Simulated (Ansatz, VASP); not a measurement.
One calculation of AlGaN2, two programs

INCAR

```
SYSTEM = AlGaN2
  PREC = Accurate
  ENCUT = 520
  EDIFF = 1E-6
  ISMEAR = 0
  SIGMA = 0.02
  LREAL = .False.
  LASPH = .True.
  NELM = 100
  ALGO = Normal
  ISIF = 2
  LWAVE = .False.
  LCHARG = .False.
  NBANDS = 21
```

KPOINTS

```
Automatic mesh
0
Gamma
  8 8 6
  0 0 0
```

File POSCAR:

```
AlGaN2
1.0
    3.0700837219      0.0000000000      0.0000000000
    0.0000000000      3.0700837219      0.0000000000
    0.0000000000      0.0000000000      4.3178717064
Al Ga N
1 1 2
Direct
    0.5000000000      0.5000000000      0.5000000000
    0.0000000000      0.0000000000      0.0000000000
    0.5000000000      0.0000000000      0.7399319764
    0.0000000000      0.5000000000      0.2600680236
```

Input for Ansatz:

```yaml
crystal:
  lattice:
    - [3.0700837219, 0.0, 0.0]
    - [0.0, 3.0700837219, 0.0]
    - [0.0, 0.0, 4.3178717064]
  atoms:
    - { symbol: Al, position: [0.5, 0.5, 0.5] }
    - { symbol: Ga, position: [0.0, 0.0, 0.0] }
    - { symbol: "N", position: [0.5, 0.0, 0.7399319764] }
    - { symbol: "N", position: [0.0, 0.5, 0.2600680236] }
basis:
  ecutwfc: 420
kpoints:
  mp_grid: { grid: [8, 8, 6] }
  band_path: { path: [VBM, CBM], npoints: 2 }
hamiltonian:
  xc: lda
scf:
  occupations: { method: gaussian, width: 0.02 }
output:
  forces: true
  stress: true
  eigenvalues: true
checkpoint:
  read: start.run
  write: ck
  compress: false
  write_wavefunctions: false
  write_every: 100000
```

Alike in both runs: task single point; functional LDA; k mesh 8 × 8 × 6; occupations gaussian, width 0.02 eV; no spin polarisation.

|  | VASP | Ansatz |
| --- | --- | --- |
| version | VASP 6.6.1 | Ansatz 0.2.0 |
| potentials or method | VASP PAW LDA potentials, release 64 (Al, Ga_d, N) | scalar-relativistic, plane waves, PAW |
| plane-wave cutoff (eV) | 520 | 420 |
| valence electrons in the cell | 26 | 26 |

Ansatz gave:

- gap on the k mesh at the Fermi level (eV): 3.28
- least direct gap on the mesh (eV): 3.39
- pressure (GPa): 10.1
- rms of the force components (eV/Å): 0.003

Task: Estimate VASP's values.

Result: gap on the k mesh at the Fermi level (eV): 3.26; least direct gap on the mesh (eV): 3.40; pressure (GPa): 11.1; rms of the force components (eV/Å): 0.015.

Atom by atom the forces differ by 0.012 eV/Å (rms over components).

A k mesh can miss the band edges.
